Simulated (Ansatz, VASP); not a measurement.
# EuO: VASP beside Ansatz

```
Eu O
1.0
     0.00000    2.55469    2.55469
     2.55469    0.00000    2.55469
     2.55469    2.55469    0.00000
Eu O
1 1
Direct
  0.00000 0.00000 0.00000
  0.50000 0.50000 0.50000
```

Change from the starting cell: volume scaled by 0.98.

Alike in both runs: task single point; functional PBEsol; k mesh 9 × 9 × 9; occupations fermi-dirac, width 0.05 eV; collinear spin, ferromagnetic start.

|  | VASP | Ansatz |
| --- | --- | --- |
| version | VASP 6.6.1 | Ansatz 0.2.0 |
| potentials or method | VASP PAW PBE potentials, release 64 (Eu, O) | Ansatz PAW |
| plane-wave cutoff (eV) | 520 | 420 |
| valence electrons in the cell | 23 | 23 |

Ansatz gave:

| Property | Result |
| --- | --- |
| gap on the k mesh at the Fermi level (eV) | none |
| pressure (GPa) | -7.7 |
| net moment per atom (μB) | 3.48 |
| size of the moment on the site where the two differ most (μB) | 0.08 |

Q: Estimate VASP's values.

A: gap on the k mesh at the Fermi level (eV): none; pressure (GPa): -8.1; net moment per atom (μB): 3.47; size of the moment on the site where the two differ most (μB): 0.10.

Site moments also hang on the region over which each program counts them. A gap of «none» marks a metal or a gap that the smearing closes.

Caveats: spin-orbit coupling is left out, which moves the levels of the heavy elements; a cell with one magnetic atom can't hold antiferromagnetic order, which such compounds often take; without U or exact exchange the open f shell lies at the Fermi level, which spoils levels, moments and volumes; the PAW data sets were made with another functional, which shifts forces and pressure a little (VASP); the pressure holds a Pulay correction of +0.5 GPa for the finite cutoff (Ansatz); the PAW data sets come from PBE, with cores solved anew for the run's functional, which leaves a small shift of forces and pressure (Ansatz). The state reached can hang on the start; a lower one may exist.
